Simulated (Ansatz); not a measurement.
Crystal: HgTe.

```
Hg Te
1.0
    -3.04560    3.04560    1.55941
     3.04560   -3.04560    1.55941
     3.04560    3.04560   -1.55941
Hg Te
1 1
Direct
  0.75000 0.25000 0.50000
  0.00000 0.00000 0.00000
```

Measurements of this composition are mostly on another form, of space group No. 216.

* Program: Ansatz 0.2.0
* Task: relaxation of cell and atoms
* Functional: PBEsol
* Potentials or basis: Ansatz PAW
* Cutoff: 420 eV (not typed: the program's choice for these potentials)
* k mesh: 10 × 10 × 10
* Occupations: fermi-dirac, width 0.05 eV
* Spin: no spin polarisation

At the start: volume 28.93 Å³/atom.

Task: Where does the relaxation end?

Result: It ends after 6 steps and the volume is 26.60 Å³/atom (-8.0 %); space group I-4m2 (No. 119, to 0.05 Å).

The path:
```csv
step,energy change (eV),largest force (eV/Å),volume (Å³)
1,0.0000,0.0000,57.86
2,-0.0995,0.0000,52.61
3,-0.1074,0.0000,52.60
4,-0.1095,0.0000,53.41
5,-0.1097,0.0000,53.21
6,-0.1087,0.0000,53.21
```

Final structure:
```
CELL_PARAMETERS angstrom
-2.88521 2.88521 1.59794
2.88521 -2.88521 1.59794
2.88521 2.88521 -1.59794
ATOMIC_POSITIONS crystal
Hg 0.75000 0.25000 0.50000
Te 0.00000 0.00000 0.00000
```

Caveat: the plane-wave basis is chosen anew once the cell has moved, so the energies of steps on either side of that aren't comparable; the PAW data sets come from PBE, with cores solved anew for the run's functional, which leaves a small shift of forces and pressure.
